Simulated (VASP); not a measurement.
# NaH (Fm-3m) in VASP: further runs

Runs on NaH. Level: PBEsol. Tasks: single point.

Everything below comes from runs of VASP 6.6.1. Logs are shortened: lines on timing, memory, paths and dates and some standing lists are left out, and cuts for length are marked.

### Step 1. The crystal as given

The structure is cubic, space group Fm-3m (No. 225). Conventional cell: a = 4.791 Å, b = 4.791 Å, c = 4.791 Å, α = 90.00°, β = 90.00°, γ = 90.00°. Na (site symmetry m-3m) is surrounded by 6 H at 2.40 Å. H (site symmetry m-3m) has 6 Na at 2.40 Å as nearest neighbours.

### Step 2. Single point, PBEsol

Contents of INCAR:

```
SYSTEM = NaH
ALGO = Fast
EDIFF = 1E-6
ENCUT = 520
GGA = PS
ISIF = 2
ISMEAR = 0
LASPH = .True.
LCHARG = .False.
LREAL = .False.
LWAVE = .False.
NBANDS = 11
NELM = 100
PREC = Accurate
SIGMA = 0.01
```

Contents of KPOINTS:

```
k-points
0
Gamma
  8 8 8
  0 0 0
```

Contents of POSCAR:

```
NaH
1.0
    0.0000000000      2.3956768556      2.3956768556
    2.3956768556      0.0000000000      2.3956768556
    2.3956768556      2.3956768556      0.0000000000
Na H
1 1
Direct
    0.0000000000      0.0000000000      0.0000000000
    0.5000000000      0.5000000000      0.5000000000
```

Potentials or basis: VASP PAW PBE potentials, release 64 (Na_pv, H).

Started as:

```sh
$ cat potpaw_PBE.64/Na_pv/POTCAR potpaw_PBE.64/H/POTCAR > POTCAR
$ mpirun -np 1 vasp_std > vasp.out
```

OUTCAR:

```text
SYSTEM = NaH
   EDIFF = 1E-6
   ENCUT = 520
   GGA = PS
   ISIF = 2
   ISMEAR = 0
   LASPH = .True.
   LREAL = .False.
   NELM = 100
   PREC = Accurate

 ion  position               nearest neighbor table
   1  0.000  0.000  0.000-
   2  0.500  0.500  0.500-

  LATTYP: Found a face centered cubic cell.
 ALAT       =     4.7913537112

  Lattice vectors:

 A1 = (   0.0000000000,   2.3956768556,   2.3956768556)
 A2 = (   2.3956768556,   0.0000000000,   2.3956768556)
 A3 = (   2.3956768556,   2.3956768556,   0.0000000000)

Analysis of symmetry for initial positions (statically):
=====================================================================
 Subroutine PRICEL returns:
 Original cell was already a primitive cell.

 Routine SETGRP: Setting up the symmetry group for a
 face centered cubic supercell.

 Subroutine GETGRP returns: Found 48 space group operations
 (whereof 48 operations were pure point group operations)
 out of a pool of 48 trial point group operations.

The static configuration has the point symmetry O_h .

Analysis of symmetry for dynamics (positions and initial velocities):
=====================================================================
 Subroutine PRICEL returns:
 Original cell was already a primitive cell.

 Routine SETGRP: Setting up the symmetry group for a
 face centered cubic supercell.

 Subroutine GETGRP returns: Found 48 space group operations
 (whereof 48 operations were pure point group operations)
 out of a pool of 48 trial point group operations.

The dynamic configuration has the point symmetry O_h .

 Subroutine INISYM returns: Found 48 space group operations
 (whereof 48 operations are pure point group operations),
 and found     1 'primitive' translations

----------------------------------------------------------------------------------------

                                     Primitive cell

  volume of cell :      27.4989

  direct lattice vectors                    reciprocal lattice vectors
     0.000000000  2.395676856  2.395676856    -0.208709283  0.208709283  0.208709283
     2.395676856  0.000000000  2.395676856     0.208709283 -0.208709283  0.208709283
     2.395676856  2.395676856  0.000000000     0.208709283  0.208709283 -0.208709283

  length of vectors
     3.387998700  3.387998700  3.387998700     0.361495083  0.361495083  0.361495083

  position of ions in fractional coordinates (direct lattice)
     0.000000000  0.000000000  0.000000000
     0.500000000  0.500000000  0.500000000

  ion indices of the primitive-cell ions
   primitive index   ion index
                 1           1
                 2           2

----------------------------------------------------------------------------------------

 KPOINTS: k-points

Automatic generation of k-mesh.
 Grid dimensions read from file:
 generate k-points for:    8    8    8

 Generating k-lattice:

  Cartesian coordinates                     Fractional coordinates (reciprocal lattice)
    -0.026088660  0.026088660  0.026088660     0.125000000  0.000000000  0.000000000
     0.026088660 -0.026088660  0.026088660     0.000000000  0.125000000  0.000000000
     0.026088660  0.026088660 -0.026088660     0.000000000  0.000000000  0.125000000

  Length of vectors
     0.045186885  0.045186885  0.045186885

  Shift w.r.t. Gamma in fractional coordinates (k-lattice)
     0.000000000  0.000000000  0.000000000

 Subroutine IBZKPT returns following result:
 ===========================================

 Found     29 irreducible k-points:

 Following reciprocal coordinates:
            Coordinates               Weight
  0.000000  0.000000  0.000000      1.000000
  0.125000  0.000000  0.000000      8.000000
  0.250000  0.000000  0.000000      8.000000
  0.375000  0.000000  0.000000      8.000000
  0.500000  0.000000  0.000000      4.000000
  0.125000  0.125000  0.000000      6.000000
[... 16 lines left out ...]
  0.500000  0.250000  0.125000     48.000000
 -0.375000  0.250000  0.125000     24.000000
 [... further k-points ...]
   k-points           NKPTS =     29   k-points in BZ     NKDIM =     29   number of bands    NBANDS=     11
   number of dos      NEDOS =    301   number of ions     NIONS =      2
   total plane-waves  NPLWV =  21952
   dimension x,y,z NGX =    28 NGY =   28 NGZ =   28
   dimension x,y,z NGXF=    56 NGYF=   56 NGZF=   56
   ions per type =               1   1
   NGX,Y,Z   is equivalent  to a cutoff of  13.74, 13.74, 13.74 a.u.
   NGXF,Y,Z  is equivalent  to a cutoff of  27.48, 27.48, 27.48 a.u.
 SYSTEM =  NaH
   PREC   = accura    normal or accurate (medium, high low for compatibility)
   ISTART =      0    job   : 0-new  1-cont  2-samecut
   ICHARG =      2    charge: 1-file 2-atom 10-const
   ISPIN  =      1    spin polarized calculation?
   LNONCOLLINEAR =      F non collinear calculations
   LSORBIT =      F    spin-orbit coupling
   LASPH  =      T    aspherical Exc in radial PAW
   ENCUT  =  520.0 eV  38.22 Ry    6.18 a.u.   6.30  6.30  6.30*2*pi/ulx,y,z
   NELM   =    100;   NELMIN=  2; NELMDL= -5     # of ELM steps
   EDIFF  = 0.1E-05   stopping-criterion for ELM
   LREAL  =      F    real-space projection
   EDIFFG = 0.1E-04   stopping-criterion for IOM
   NSW    =      0    number of steps for IOM
   IBRION =     -1    ionic relax: 0-MD 1-quasi-New 2-CG
   NFREE  =      0    steps in history (QN), initial steepest desc. (CG)
   ISIF   =      2    stress and relaxation
   ISYM   =      2    0-nonsym 1-usesym 2-fastsym
   POTIM  = 0.5000    time-step for ionic-motion
   TEBEG  =    0.0;   TEEND  =   0.0 temperature during run
   PSTRESS=    0.0 pullay stress
   NELECT =       8.0000    total number of electrons
   NUPDOWN=      -1.0000    fix difference up-down
   EMIN   =  10.00;   EMAX   =-10.00  energy-range for DOS
   EFERMI =   0.00;   METHOD = LEGACY
   ISMEAR =     0;   SIGMA  =   0.01  broadening in eV -4-tet -1-fermi 0-gaus
   EFERMI_NEDOS =   21; number of points for ismear=-14 and -15
   IALGO  =     68    algorithm
   IMIX   =      4    mixing-type and parameters
     AMIX     =   0.40;   BMIX     =  1.00
     AMIX_MAG =   1.60;   BMIX_MAG =  1.00
  volume/ion in A,a.u.               =      13.75        92.79
  Fermi-wavevector in a.u.,A,eV,Ry     =   1.084759  2.049897 16.010004  1.176702
  Thomas-Fermi vector in A             =   2.220857
   LORBIT       =      0    0 simple, 1 ext, 2 COOP (PROOUT), +10 PAW based schemes
   GGA     = PS    functional components
   LHFCALC =     F    Hartree Fock is set to
   AEXX    =    0.0000 exact exchange contribution
   IVDW    =     0    specifies the selected vdW correction
   LEPSILON=     F    determine dielectric tensor
   LRPA    =     F    only Hartree local field effects (RPA)
 non-spin polarized calculation
 RMM-DIIS sequential band-by-band and
 Gauss-broadening in eV      SIGMA  =   0.01
  energy-cutoff  :      520.00
  volume of cell :       27.50
 maximum number of plane-waves:       754
 NGX is ok and might be reduce to    28
   NGX = 13   NGY = 13   NGZ = 13

 number of electron       7.9999992 magnetization

 Free energy of the ion-electron system (eV)
  ---------------------------------------------------
  ext. energy  EPLUGINS =         0.00000000
  ---------------------------------------------------
  free energy    TOTEN  =        -5.08592206 eV

  energy without entropy =       -5.08592206  energy(sigma->0) =       -5.08592206

 E-fermi :  -0.9611     XC(G=0):  -7.9778

 val. band max:       -1.0106459536   @ k =  -0.2500   0.5000   0.2500
 cond. band min:       2.5933425949   @ k =   0.5000   0.0000   0.0000
 fundamental gap:      3.6039885485
 Fermi energy:        -0.9610529028

 k-point     1 :       0.0000    0.0000    0.0000
  band No.  band energies     occupation
      1     -22.9663      2.00000
      2     -22.9663      2.00000
      3     -22.9663      2.00000
      4      -4.8088      2.00000
      5       9.6307      0.00000
      6      14.5764      0.00000
      7      14.5764      0.00000
      8      14.5764      0.00000
      9      15.5881      0.00000
     10      15.5881      0.00000
     11      15.5881      0.00000

 k-point     2 :       0.1250    0.0000    0.0000
  band No.  band energies     occupation
      1     -22.9820      2.00000
      2     -22.9681      2.00000
      3     -22.9681      2.00000
      4      -4.5314      2.00000
      5       8.6814      0.00000
      6      11.9536      0.00000
      7      13.8016      0.00000
      8      13.8016      0.00000
      9      16.5233      0.00000
     10      16.5233      0.00000
     11      16.6366      0.00000

 k-point     3 :       0.2500    0.0000    0.0000
  band No.  band energies     occupation
      1     -23.0195      2.00000
      2     -22.9726      2.00000
      3     -22.9726      2.00000
      4      -3.7414      2.00000
      5       6.2188      0.00000
      6      10.5255      0.00000
      7      13.0094      0.00000
      8      13.0094      0.00000
      9      16.4968      0.00000
     10      16.4968      0.00000
     11      17.8926      0.00000

 k-point     4 :       0.3750    0.0000    0.0000
  band No.  band energies     occupation
      1     -23.0565      2.00000
      2     -22.9770      2.00000
      3     -22.9770      2.00000
      4      -2.6262      2.00000
      5       3.7668      0.00000
      6       9.9563      0.00000
      7      12.5326      0.00000
      8      12.5326      0.00000
      9      15.7447      0.00000
     10      15.7447      0.00000
     11      18.2096      0.00000

 k-point     5 :       0.5000    0.0000    0.0000
  band No.  band energies     occupation
      1     -23.0717      2.00000
      2     -22.9789      2.00000
      3     -22.9789      2.00000
      4      -1.9211      2.00000
      5       2.5933      0.00000
      6       9.7942      0.00000
      7      12.3748      0.00000
      8      12.3748      0.00000
      9      15.4541      0.00000
     10      15.4541      0.00000
     11      18.0791      0.00000
[... 211 lines left out ...]
 k-point    21 :       0.5000    0.5000    0.0000
  band No.  band energies     occupation
      1     -23.0602      2.00000
      2     -23.0018      2.00000
      3     -23.0018      2.00000
      4      -1.1991      2.00000
      5       3.4487      0.00000
      6       8.8563      0.00000
      7       9.6447      0.00000
      8       9.6447      0.00000
      9      10.9548      0.00000
     10      23.1111      0.00000
     11      24.8386      0.00000

 k-point    22 :       0.3750    0.2500    0.1250
  band No.  band energies     occupation
      1     -23.0280      2.00000
      2     -22.9909      2.00000
      3     -22.9786      2.00000
      4      -3.1026      2.00000
      5       5.8655      0.00000
      6       8.1090      0.00000
      7      11.2491      0.00000
      8      14.0883      0.00000
      9      14.5492      0.00000
     10      17.1622      0.00000
     11      19.8253      0.00000

 k-point    23 :       0.5000    0.2500    0.1250
  band No.  band energies     occupation
      1     -23.0473      2.00000
      2     -23.0016      2.00000
      3     -22.9842      2.00000
      4      -2.1130      2.00000
      5       4.2925      0.00000
      6       6.9641      0.00000
      7      10.3684      0.00000
      8      14.0685      0.00000
      9      15.3449      0.00000
     10      17.4213      0.00000
     11      19.6077      0.00000

 k-point    24 :      -0.3750    0.2500    0.1250
  band No.  band energies     occupation
      1     -23.0555      2.00000
      2     -23.0050      2.00000
      3     -22.9873      2.00000
      4      -1.5278      2.00000
      5       3.3857      0.00000
      6       6.7152      0.00000
      7      10.0086      0.00000
      8      14.0077      0.00000
      9      15.2198      0.00000
     10      18.4975      0.00000
     11      20.6451      0.00000

 [... further k-points ...]

------------------------ aborting loop because EDIFF is reached ----------------------------------------

  FORCE on cell =-STRESS in cart. coord.  units (eV):
  Direction    XX          YY          ZZ          XY          YZ          ZX
  --------------------------------------------------------------------------------------
  -------------------------------------------------------------------------------------
  Total       -0.0068087     -0.0068087     -0.0068087     -0.0000000      0.0000000      0.0000000
  in kB       -0.3967009     -0.3967009     -0.3967009     -0.0000000      0.0000000      0.0000000
  external PRESSURE =      -0.3967009 kB  Pullay stress =       0.0000000 kB

 VOLUME and BASIS-vectors are now :
 -----------------------------------------------------------------------------
  energy-cutoff  :      520.00
  volume of cell :       27.50
      direct lattice vectors                 reciprocal lattice vectors
     0.000000000  2.395676856  2.395676856    -0.208709283  0.208709283  0.208709283
     2.395676856  0.000000000  2.395676856     0.208709283 -0.208709283  0.208709283
     2.395676856  2.395676856  0.000000000     0.208709283  0.208709283 -0.208709283

 POSITION                                       TOTAL-FORCE (eV/Angst)
 -----------------------------------------------------------------------------------
      0.00000      0.00000      0.00000         0.000000      0.000000      0.000000
      2.39568      2.39568      2.39568         0.000000     -0.000000     -0.000000
 -----------------------------------------------------------------------------------
    total drift:                               -0.000000     -0.000000     -0.000000

  FREE ENERGIE OF THE ION-ELECTRON SYSTEM (eV)
  ---------------------------------------------------
  free  energy   TOTEN  =        -5.0859220578 eV

  energy  without entropy=       -5.0859220578  energy(sigma->0) =       -5.08592206
```

Run time: 20 s. Hardware: 1 thread of Intel Xeon Platinum 8375C at 2.90GHz (Ice Lake), shared host; peak memory 0.14 GiB.

What came out:

- Free energy: -5.0859 eV
- Pressure: 0.0 GPa
- Band gap on the k mesh: 3.60 eV, indirect (least direct gap 4.51 eV)

Levels at points of the mesh, in eV from the valence-band top:
| k point | band 2 | band 3 | band 4 | band 5 | band 6 | band 7 |
| --- | --- | --- | --- | --- | --- | --- |
| (0.00, 0.00, 0.00) | -21.96 | -21.96 | -3.80 | 10.64 | 15.59 | 15.59 |
| (0.50, 0.00, 0.00) | -21.97 | -21.97 | -0.91 | 3.60 | 10.80 | 13.39 |
| (0.50, 0.50, 0.00) | -21.99 | -21.99 | -0.19 | 4.46 | 9.87 | 10.66 |

Caveat: the PAW data sets were made with another functional, which shifts forces and pressure a little. A k mesh can miss the band edges.

### Step 3. Single point, PBEsol

Contents of INCAR:

```
  PREC = Accurate
  ENCUT = 520
  EDIFF = 1E-7
  ISMEAR = 0
  SIGMA = 0.01
  LREAL = False
  LASPH = True
  NELM = 100
  ALGO = Normal
  ISIF = 2
  LWAVE = False
  LCHARG = True
  GGA = PS
  LELF = True
  LVHAR = True
  NBANDS = 11
```

Contents of KPOINTS:

```
Automatic mesh
0
Gamma
  8 8 8
```

POSCAR is that of step 2.

Potentials or basis: VASP PAW PBE potentials, release 64 (Na_pv, H).

Started as:

```sh
$ cat potpaw_PBE.64/Na_pv/POTCAR potpaw_PBE.64/H/POTCAR > POTCAR
$ mpirun -np 1 vasp_std > vasp.out
```

OUTCAR:

```text
PREC = Accurate
   ENCUT = 520
   EDIFF = 1E-7
   ISMEAR = 0
   LREAL = False
   LASPH = True
   NELM = 100
   ISIF = 2
   GGA = PS

 ion  position               nearest neighbor table
   1  0.000  0.000  0.000-
   2  0.500  0.500  0.500-

  LATTYP: Found a face centered cubic cell.
 ALAT       =     4.7913537112

  Lattice vectors:

 A1 = (   0.0000000000,   2.3956768556,   2.3956768556)
 A2 = (   2.3956768556,   0.0000000000,   2.3956768556)
 A3 = (   2.3956768556,   2.3956768556,   0.0000000000)

Analysis of symmetry for initial positions (statically):
=====================================================================
 Subroutine PRICEL returns:
 Original cell was already a primitive cell.

 Routine SETGRP: Setting up the symmetry group for a
 face centered cubic supercell.

 Subroutine GETGRP returns: Found 48 space group operations
 (whereof 48 operations were pure point group operations)
 out of a pool of 48 trial point group operations.

The static configuration has the point symmetry O_h .

Analysis of symmetry for dynamics (positions and initial velocities):
[... 171 lines left out ...]
      2     -22.9665      2.00000
      3     -22.9665      2.00000
      4      -4.8089      2.00000
      5       9.6306      0.00000
      6      14.5765      0.00000
      7      14.5765      0.00000
      8      14.5765      0.00000
      9      15.5881      0.00000
     10      15.5881      0.00000
     11      15.5881      0.00000
[... 309 lines left out ...]
 k-point    24 :      -0.3750    0.2500    0.1250
  band No.  band energies     occupation
      1     -23.0557      2.00000
      2     -23.0052      2.00000
      3     -22.9875      2.00000
      4      -1.5279      2.00000
      5       3.3857      0.00000
      6       6.7152      0.00000
      7      10.0086      0.00000
      8      14.0077      0.00000
      9      15.2198      0.00000
     10      18.4975      0.00000
     11      20.6446      0.00000

 [... further k-points ...]

------------------------ aborting loop because EDIFF is reached ----------------------------------------

  FORCE on cell =-STRESS in cart. coord.  units (eV):
  Direction    XX          YY          ZZ          XY          YZ          ZX
  --------------------------------------------------------------------------------------
  -------------------------------------------------------------------------------------
  Total        0.0000540      0.0000540      0.0000540      0.0000000     -0.0000000     -0.0000000
  in kB        0.0031475      0.0031475      0.0031475      0.0000000     -0.0000000     -0.0000000
  external PRESSURE =       0.0031475 kB  Pullay stress =       0.0000000 kB

 VOLUME and BASIS-vectors are now :
 -----------------------------------------------------------------------------
  energy-cutoff  :      520.00
  volume of cell :       27.50
      direct lattice vectors                 reciprocal lattice vectors
     0.000000000  2.395676856  2.395676856    -0.208709283  0.208709283  0.208709283
     2.395676856  0.000000000  2.395676856     0.208709283 -0.208709283  0.208709283
     2.395676856  2.395676856  0.000000000     0.208709283  0.208709283 -0.208709283

 POSITION                                       TOTAL-FORCE (eV/Angst)
 -----------------------------------------------------------------------------------
      0.00000      0.00000      0.00000        -0.000000      0.000000     -0.000000
      2.39568      2.39568      2.39568         0.000000      0.000000      0.000000
 -----------------------------------------------------------------------------------
    total drift:                               -0.000000     -0.000000     -0.000000

  FREE ENERGIE OF THE ION-ELECTRON SYSTEM (eV)
  ---------------------------------------------------
  free  energy   TOTEN  =        -5.0859221016 eV

  energy  without entropy=       -5.0859221016  energy(sigma->0) =       -5.08592210
```

It took 16 s on 1 thread of Intel Xeon Platinum 8375C at 2.90GHz (Ice Lake), shared host; peak memory 0.14 GiB.

Results:

```
Free energy            : -5.0859 eV
Pressure               : 0.0 GPa
Band gap on the k mesh : 3.60 eV, indirect (least direct gap 4.51 eV)
```

Levels at points of the mesh, in eV from the valence-band top:
```tsv
k point	band 1	band 2	band 3	band 4	band 5	band 6	band 7	band 8
(0.00, 0.00, 0.00)	-21.96	-21.96	-21.96	-3.80	10.64	15.59	15.59	15.59
(0.50, 0.00, 0.00)	-22.06	-21.97	-21.97	-0.91	3.60	10.80	13.39	13.39
(0.50, 0.50, 0.00)	-22.05	-21.99	-21.99	-0.19	4.46	9.87	10.66	10.66
```

Caveat: the PAW data sets were made with another functional, which shifts forces and pressure a little. A k mesh can miss the band edges.
